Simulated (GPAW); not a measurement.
NiO:

```
Ni O
1.0
     0.00000    2.09131    2.09131
     2.09131    0.00000    2.09131
     2.09131    2.09131    0.00000
Ni O
1 1
Direct
  0.00000 0.00000 0.00000
  0.50000 0.50000 0.50000
```

Program: GPAW 26.7.0. Alike in all runs: task single point; cell as given; k mesh 8 × 8 × 8; cutoff (eV) 800; smearing gaussian 0.05 eV.

Order these runs on this cell by their pressure, lowest first.
A. level LDA+U; potentials or basis the program's PAW data sets (release 1.2.1) made for this functional, pw; spin collinear, zero start; U Ni d U = 8 eV
B. level LDA; potentials or basis the program's PAW data sets (release 1.2.1) made for this functional, pw; spin collinear, ferromagnetic start; fixed moment (μB) 3.0
C. level PBE+U; potentials or basis GPAW PAW data sets (gpaw-data 1.2.1), pw; spin collinear, random start; U Ni d U = 8 eV

A (-22.2 GPa), C (-3.3 GPa), B (19.0 GPa).

Caveats: the stock nickel data set gives pressures a few GPa off other programs; the run has no moments, though such compounds are often magnetic (some runs); a magnetic state may lie lower (some runs); the total moment is fixed, so each spin has its own Fermi level (some runs); a cell with one magnetic atom can't hold antiferromagnetic order, which such compounds often take (some runs).
